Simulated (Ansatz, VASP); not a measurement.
# BAs: VASP beside Ansatz

```
CELL_PARAMETERS angstrom
0.00000 2.38850 2.38850
2.38850 0.00000 2.38850
2.38850 2.38850 0.00000
ATOMIC_POSITIONS crystal
As 0.75000 0.75000 0.75000
B 0.00000 0.00000 0.00000
```

Alike in both runs: task single point; functional HSE(alpha, omega); k mesh 5 × 5 × 5; occupations fermi-dirac, width 0.05 eV; no spin polarisation.

|  | VASP | Ansatz |
| --- | --- | --- |
| version | VASP 6.6.1 | Ansatz 0.2.0 |
| potentials or method | VASP PAW PBE potentials, release 64 (As, B) | Ansatz PAW |
| plane-wave cutoff (eV) | 520 | 420 |
| valence electrons in the cell | 8 | 18 |

```csv
,VASP,Ansatz,Ansatz less VASP
gap on the k mesh at the Fermi level (eV),1.38,1.37,-0.006
least direct gap on the mesh (eV),3.59,3.60,+0.004
pressure (GPa),1.2,1.2,+0.04
```

The two sets of potentials don't hold the same shells in valence.

Caveats: the k mesh is coarse (spacing up to 0.46 Å⁻¹), so the values aren't converged, least of all with exact exchange; the PAW data sets were made with another functional, which shifts forces and pressure a little (VASP); an odd mesh through Γ misses points on the zone boundary, where band edges often lie (VASP); odd divisions of the mesh miss points on the zone boundary, where band edges often lie, so the gap on the mesh can be too wide (Ansatz); the PAW data sets come from PBE, with cores solved anew for the run's functional, which leaves a small shift of forces and pressure (Ansatz); the thresholds are loose for stress (Ansatz).
